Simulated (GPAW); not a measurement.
# KI (Fm-3m) in GPAW: convergence with convergence criteria

Aim: find how far convergence criteria must go before the results for KI settle, at PBE. This setting moves, with any that are tied to it; all else stays.

Program: GPAW 26.7.0. These are calculated values, not measurements. Logs are shortened: lines on timing, memory, paths and dates and some standing lists are left out, and cuts for length are marked. The log counts tension as positive stress, the text compression.

## (1) The crystal as given

The structure is cubic, space group Fm-3m (No. 225). Conventional cell: a = 7.066 Å, b = 7.066 Å, c = 7.066 Å, α = 90.00°, β = 90.00°, γ = 90.00°. I (site symmetry m-3m) has 6 K at 3.53 Å as nearest neighbours. K (site symmetry m-3m) is surrounded by 6 I at 3.53 Å.

## (2) With convergence criteria density=0.001 energy=0.01 eigenstates=0.0001

Contents of run.py:

```python
from ase import Atoms
from ase.dft.bandgap import bandgap
from ase.io import write
from ase.units import GPa
from gpaw import GPAW, PW

atoms = Atoms(['I', 'K'],
              cell=[[0.0, 3.532775, 3.532775],
                    [3.532775, 0.0, 3.532775],
                    [3.532775, 3.532775, 0.0]],
              scaled_positions=[[0.5, 0.5, 0.5],
                                [0.0, 0.0, 0.0]],
              pbc=True)

calc = GPAW(mode=PW(600),
            xc='PBE',
            kpts={'size': (7, 7, 7), 'gamma': True},
            occupations={'name': 'fermi-dirac', 'width': 0.05},
            nbands=16,
            convergence={'density': 0.001, 'energy': 0.01, 'eigenstates': 0.0001},
            maxiter=100,
            txt='gpaw.txt')
atoms.calc = calc
energy = atoms.get_potential_energy()
forces = atoms.get_forces()
stress = atoms.get_stress()
calc.write('gs.gpw')
write('result.traj', atoms)
print(f'Energy: {energy:.6f} eV')
print('Forces (eV/A):')
print(forces.round(4))
print('Stress (GPa):', (stress / GPa).round(3))
print('Fermi level:', round(calc.get_fermi_level(), 4), 'eV')
print(f'Gap: {bandgap(calc)[0]:.4f} eV, direct: {bandgap(calc, direct=True)[0]:.4f} eV')
```

Potentials or basis: GPAW PAW data sets (gpaw-data 1.2.1), pw.

Started as:

```sh
> OMP_NUM_THREADS=1 python run.py
```

gpaw.txt:

```text
__  _  _
 | _ |_)|_||  |
 |__||  | ||/\| - 26.7.0

Input parameters:
  mode=PW(ecut=600.0),
  convergence={'density': 0.001, 'energy': 0.01, 'eigenstates': 0.0001},
  kpts=MonkhorstPack(size=(7, 7, 7), gamma=True),
  maxiter=100,
  nbands=16,
  occupations=Occupations(name='fermi-dirac', width=0.05),
  xc=XC(name='PBE')

Diagonalizing LCAO Hamiltonian
Converting LCAO to pw mode

                   I

       K

Atoms  # Å, Bohr magnetons
|   | symbol |        x |        y |        z |    initial magnetic moments |
|---|--------|----------|----------|----------|-----------------------------|
| 0 |      I | 3.532775 | 3.532775 | 3.532775 | ( 0.0000,  0.0000,  0.0000) |
| 1 |      K | 0.000000 | 0.000000 | 0.000000 | ( 0.0000,  0.0000,  0.0000) |

Unit cell  # Å
| periodic |        x |        y |        z |  lengths |    angles |
|----------|----------|----------|----------|----------|-----------|
|      yes | 0.000000 | 3.532775 | 3.532775 | 4.996098 | 60.000000 |
|      yes | 3.532775 | 0.000000 | 3.532775 | 4.996098 | 60.000000 |
|      yes | 3.532775 | 3.532775 | 0.000000 | 4.996098 | 60.000000 |

Number of symmetries: 48
Symmetry operations  # r_c * U_cc + t_c -> r_c
|    | kind |            matrix            |
|----|------|------------------------------|
|  0 |  σ   |  1, 0, 0,  1, 0,-1,  1,-1, 0 |
|  1 |  C2  |  1, 0, 0,  1,-1, 0,  1, 0,-1 |
|  2 |  E   |  1, 0, 0,  0, 1, 0,  0, 0, 1 |
|  3 |  σ   |  1, 0, 0,  0, 0, 1,  0, 1, 0 |
|  4 |  C4  |  1, 0,-1,  1, 0, 0,  1,-1, 0 |
|  5 |  S6  |  1, 0,-1,  1,-1, 0,  1, 0, 0 |
|  6 |  σ   |  1, 0,-1,  0, 1,-1,  0, 0,-1 |
|  7 |  C3  |  1, 0,-1,  0, 0,-1,  0, 1,-1 |
|  8 |  S6  |  1,-1, 0,  1, 0, 0,  1, 0,-1 |
|  9 |  C4  |  1,-1, 0,  1, 0,-1,  1, 0, 0 |
| 10 |  C3  |  1,-1, 0,  0,-1, 1,  0,-1, 0 |
| 11 |  σ   |  1,-1, 0,  0,-1, 0,  0,-1, 1 |
| 12 |  σ   |  0, 1, 0,  1, 0, 0,  0, 0, 1 |
| 13 |  C4  |  0, 1, 0,  0, 1,-1, -1, 1, 0 |
| 14 |  C3  |  0, 1, 0,  0, 0, 1,  1, 0, 0 |
| 15 |  S6  |  0, 1, 0, -1, 1, 0,  0, 1,-1 |
| 16 |  C2  |  0, 1,-1,  1, 0,-1,  0, 0,-1 |
| 17 |  σ   |  0, 1,-1,  0, 1, 0, -1, 1, 0 |
| 18 |  S4  |  0, 1,-1,  0, 0,-1,  1, 0,-1 |
| 19 |  C4  |  0, 1,-1, -1, 1, 0,  0, 1, 0 |
| 20 |  C3  |  0, 0, 1,  1, 0, 0,  0, 1, 0 |
| 21 |  σ   |  0, 0, 1,  0, 1, 0,  1, 0, 0 |
| 22 |  S6  |  0, 0, 1,  0,-1, 1, -1, 0, 1 |
| 23 |  C4  |  0, 0, 1, -1, 0, 1,  0,-1, 1 |
| 24 |  S4  |  0, 0,-1,  1, 0,-1,  0, 1,-1 |
| 25 |  C3  |  0, 0,-1,  0, 1,-1,  1, 0,-1 |
| 26 |  C2  |  0, 0,-1,  0,-1, 0, -1, 0, 0 |
| 27 |  S6  |  0, 0,-1, -1, 0, 0,  0,-1, 0 |
| 28 |  S4  |  0,-1, 1,  1,-1, 0,  0,-1, 0 |
| 29 |  C4  |  0,-1, 1,  0, 0, 1, -1, 0, 1 |
| 30 |  C2  |  0,-1, 1,  0,-1, 0,  1,-1, 0 |
| 31 |  σ   |  0,-1, 1, -1, 0, 1,  0, 0, 1 |
| 32 |  C3  |  0,-1, 0,  1,-1, 0,  0,-1, 1 |
| 33 |  S6  |  0,-1, 0,  0, 0,-1, -1, 0, 0 |
| 34 |  S4  |  0,-1, 0,  0,-1, 1,  1,-1, 0 |
| 35 |  C2  |  0,-1, 0, -1, 0, 0,  0, 0,-1 |
| 36 |  C2  | -1, 1, 0,  0, 1, 0,  0, 1,-1 |
| 37 |  S6  | -1, 1, 0,  0, 1,-1,  0, 1, 0 |
| 38 |  S4  | -1, 1, 0, -1, 0, 1, -1, 0, 0 |
| 39 |  C3  | -1, 1, 0, -1, 0, 0, -1, 0, 1 |
| 40 |  S6  | -1, 0, 1,  0, 0, 1,  0,-1, 1 |
| 41 |  C2  | -1, 0, 1,  0,-1, 1,  0, 0, 1 |
| 42 |  C3  | -1, 0, 1, -1, 1, 0, -1, 0, 0 |
| 43 |  S4  | -1, 0, 1, -1, 0, 0, -1, 1, 0 |
| 44 |  C2  | -1, 0, 0,  0, 0,-1,  0,-1, 0 |
| 45 |  i   | -1, 0, 0,  0,-1, 0,  0, 0,-1 |
| 46 |  σ   | -1, 0, 0, -1, 1, 0, -1, 0, 1 |
| 47 |  C2  | -1, 0, 0, -1, 0, 1, -1, 1, 0 |

BZ-sampling:
  Number of BZ points: 343
  Number of IBZ points: 20

  Monkhorst-Pack size: [7, 7, 7]
  Monkhorst-Pack shift: [0, 0, 0]

K-points  # in reciprocal-cell coordinates
|     |                                coordinates |     weight |
|-----|--------------------------------------------|------------|
|   0 | (  0.00000000,   0.00000000,   0.00000000) | 0.00291545 |
|   1 | (  0.14285714,   0.14285714,   0.00000000) | 0.01749271 |
|   2 | (  0.14285714,   0.14285714,   0.14285714) | 0.02332362 |
|   3 | (  0.28571429,   0.14285714,   0.14285714) | 0.03498542 |
|   4 | (  0.28571429,   0.28571429,   0.00000000) | 0.01749271 |
|   5 | (  0.28571429,   0.28571429,   0.14285714) | 0.06997085 |
|   6 | (  0.28571429,   0.28571429,   0.28571429) | 0.02332362 |
|   7 | (  0.42857143,  -0.28571429,  -0.28571429) | 0.03498542 |
|   8 | (  0.42857143,   0.28571429,  -0.42857143) | 0.13994169 |
|   9 | (  0.42857143,   0.28571429,  -0.28571429) | 0.06997085 |
| ... |                                            |            |
|  19 | (  0.42857143,   0.42857143,   0.42857143) | 0.02332362 |

Plane wave coefficients: 2958
Cutoff: 600.0 eV

Spin-components: 1 (collinear spins)
Bands:           16
Projectors:      10
Spin-degeneracy: 2
Datatype:        complex128

Parallelization:
  kpt:    1
  domain: 1
  band:   1

Density:
  Valence electrons: 16.0
  Components: 1
  Grid points: [30 30 30]
  Charge: 0.0  # |e|

Potential:
  Grid points: [30 30 30]

species:
  I:
    name:    Iodine
    Z:       53.0
    valence: 7
    core:    46
    charge:  0.0  # [|e|]
    compensation charges:
      type: gauss
      rc: 0.37  # [Å]
      lmax: 2
    cutoffs:
      filter: 2.06  # [Å]
      core: 2.90  # [Å]
    projectors
    | kind |    occ | energy [eV] | rcut [Å] |
    |------|--------|-------------|----------|
    |   5s |  2.000 |     -17.382 |    1.164 |
    |   5p |  5.000 |      -7.088 |    1.164 |
    |    s |        |       9.829 |    1.164 |
    |    p |        |      20.123 |    1.164 |
    |    d |        |       0.000 |    1.164 |

    Using partial waves for I as LCAO basis

  K:
    name:    Potassium
    Z:       19.0
    valence: 9
    core:    10
    charge:  0.0  # [|e|]
    compensation charges:
      type: gauss
      rc: 0.35  # [Å]
      lmax: 2
    cutoffs:
      filter: 1.91  # [Å]
      core: 1.27  # [Å]
    projectors
    | kind |    occ | energy [eV] | rcut [Å] |
    |------|--------|-------------|----------|
    |   3s |  2.000 |     -35.338 |    1.122 |
    |   4s |  1.000 |      -2.319 |    1.122 |
    |   3p |  6.000 |     -18.813 |    1.106 |
    |    p |        |       8.398 |    1.106 |
    |    d |        |       0.000 |    0.937 |

    Using partial waves for K as LCAO basis

Reference energy: -209923.048885  # eV

eigensolver:
  PPCG
  Converge bands: occupied
  niter=2

density mixing:
  MSR1-Mixer
  Pratt-step length: 0.05
  Maximum mixing coefficient: 0.75
  Old densities: 10
  SVD Regularization: 0.005
  Good broyden scale: 1.0
  Trust region scale: 1.0
  Backstep threshold: 4.0
  History deletion threshold: 6.0
  Fourier metric: weight=20.0, sigma=0.015

occupation numbers:
  Fermi-Dirac:
    width: 0.0500  # eV

poisson solver:
  ecut: 4800.0  # eV

xc functional:
  name: PBE with 2 nearest neighbor stencil

convergence criteria:
- Maximum integral of absolute [dens]ity change: 0.001 electrons / valence electron
- Maximum [total energy] change in last 3 cyles: 0.01 eV / valence electron
- Maximum integral of absolute [eigenst]ate change: 0.0001 eV^2 / valence electron
maximum number of iterations: 100

SCF iterations
|iter     | |      energy | eigst |  dens |
|---------|-|-------------|-------|-------|
|iter:   1| |   -5.799412 | -0.29 |       |
|iter:   2| |   -5.789948 | -2.28 | -1.36 |
|iter:   3| |   -5.723437c| -2.20 | -1.39 |
|iter:   4| |   -5.725509c| -3.30 | -1.76 |
|iter:   5| |   -5.726506c| -4.41c| -2.17 |
|iter:   6| |   -5.726566c| -4.48c| -2.91 |
|iter:   7| |   -5.726570c| -5.46c| -3.63c|

Converged in 7 steps
Energy contributions relative to reference atoms: (reference = -209923.048885)

Energy contributions:
  Kinetic:           5.172765
  Coulomb:          -4.459103
  Zero:             -0.672787
  External:          0.000000
  Xc:               -5.767444
  Entropy:          -0.000000
  Spinorbit:         0.000000
  ----------------------------
  Free energy:      -5.726570
  Extrapolated:     -5.726570

dipole moment: (-25.748946, -25.748946, -25.748946)  # |e|*Ang

Fermi level: 2.228
Eigenvalues  # (at kpt = [0.000, 0.000, 0.000])
| band index |      eig [eV] | occ [0-2] |
|------------|---------------|-----------|
|          0 |       -27.998 |     2.000 |
|          1 |       -11.519 |     2.000 |
|          2 |       -11.519 |     2.000 |
|          3 |       -11.519 |     2.000 |
|          4 |       -10.004 |     2.000 |
|          5 |         0.472 |     2.000 |
[... 8 lines left out ...]
|         14 |        10.333 |     0.000 |
|         15 |        13.298 |     0.000 |

Gap: 3.976 eV
Transition (v -> c):
  (s=0, k=0, n=7, [0.00, 0.00, 0.00]) -> (s=0, k=0, n=8, [0.00, 0.00, 0.00])
No difference between direct/indirect transitions

Forces  # eV/Ang
|       x |        y |       z |
|---------|----------|---------|
| 0.00000 |  0.00000 | 0.00000 |  # I    0
| 0.00000 | -0.00000 | 0.00000 |  # K    1

Stress tensor  # eV/Ang^3
|         x |         y |         z |
|-----------|-----------|-----------|
| -0.003574 |  0.000000 |  0.000000 |
|  0.000000 | -0.003574 |  0.000000 |
|  0.000000 |  0.000000 | -0.003574 |

# Writing to gs.gpw (mode='')
```

It took 14 s on 1 thread of Arm Neoverse V1, shared host; peak memory 0.18 GiB.

What came out:

```yaml
Free_energy: -5.7266 eV
Pressure: 0.6 GPa
Band_gap_on_the_k_mesh: 3.98 eV, direct
```

## (3) With convergence criteria default

Edit run.py of step 2 so:

```diff
@@ -19,3 +19,2 @@
             nbands=16,
-            convergence={'density': 0.001, 'energy': 0.01, 'eigenstates': 0.0001},
             maxiter=100,
```

Potentials or basis: GPAW PAW data sets (gpaw-data 1.2.1), pw.

Started as:

```sh
> OMP_NUM_THREADS=1 python run.py
```

Run time: 18 s. Hardware: 1 thread of Arm Neoverse V1, shared host; peak memory 0.18 GiB.

Results (log left out):

* Free energy: -5.7266 eV
* Pressure: 0.6 GPa
* Band gap on the k mesh: 3.98 eV, direct

## (4) With convergence criteria density=1e-05 energy=1e-05

Edit run.py of step 3 so:

```diff
@@ -19,2 +19,3 @@
             nbands=16,
+            convergence={'density': 1e-05, 'energy': 1e-05},
             maxiter=100,
```

Started as:

```sh
> OMP_NUM_THREADS=1 python run.py
```

Wall time 19 s (1 thread of Arm Neoverse V1, shared host); peak memory 0.18 GiB.

The run converged. Its results:

| Item | Value |
| --- | --- |
| Free energy | -5.7266 eV |
| Pressure | 0.6 GPa |
| Band gap on the k mesh | 3.98 eV, direct |

## (5) With convergence criteria density=1e-05 forces=0.0001

Edit run.py of step 4 so:

```diff
@@ -19,3 +19,3 @@
             nbands=16,
-            convergence={'density': 1e-05, 'energy': 1e-05},
+            convergence={'density': 1e-05, 'forces': 0.0001},
             maxiter=100,
```

Started as:

```sh
> OMP_NUM_THREADS=1 python run.py
```

It took 21 s on 1 thread of Arm Neoverse V1, shared host; peak memory 0.18 GiB.

Results (log left out):

```
Free energy            : -5.7266 eV
Pressure               : 0.6 GPa
Band gap on the k mesh : 3.98 eV, direct
```

## (6) With convergence criteria density=1e-06 energy=1e-06 eigenstates=1e-10

Edit run.py of step 5 so:

```diff
@@ -19,3 +19,3 @@
             nbands=16,
-            convergence={'density': 1e-05, 'forces': 0.0001},
+            convergence={'density': 1e-06, 'energy': 1e-06, 'eigenstates': 1e-10},
             maxiter=100,
```

Potentials or basis: GPAW PAW data sets (gpaw-data 1.2.1), pw.

Started as:

```sh
> OMP_NUM_THREADS=1 python run.py
```

Run time: 23 s. Hardware: 1 thread of Arm Neoverse V1, shared host; peak memory 0.18 GiB.

The run converged. Its results:

```yaml
Free_energy: -5.7266 eV
Pressure: 0.6 GPa
Band_gap_on_the_k_mesh: 3.98 eV, direct
```

## (7) The series at a glance

```
                        convergence criteria  energy less the tightest run, at zero smearing (meV/atom)  SCF cycles  CPU time (s)  peak memory (GiB)
density=0.001 energy=0.01 eigenstates=0.0001                                                       0.00           7            14               0.18
                                     default                                                       0.00           8            18               0.18
                  density=1e-05 energy=1e-05                                                       0.00           9            19               0.18
                 density=1e-05 forces=0.0001                                                       0.00          10            21               0.18
density=1e-06 energy=1e-06 eigenstates=1e-10                                                       0.00          11            23               0.18
```

Against the tightest run, the energy stays within 1 meV/atom from density=0.001 energy=0.01 eigenstates=0.0001 on. The tightest run that finished is the yardstick and may itself not be fully converged.

Caveats: spin-orbit coupling is left out, which moves the levels of the heavy elements; an odd mesh through Γ misses points on the zone boundary, where band edges often lie.
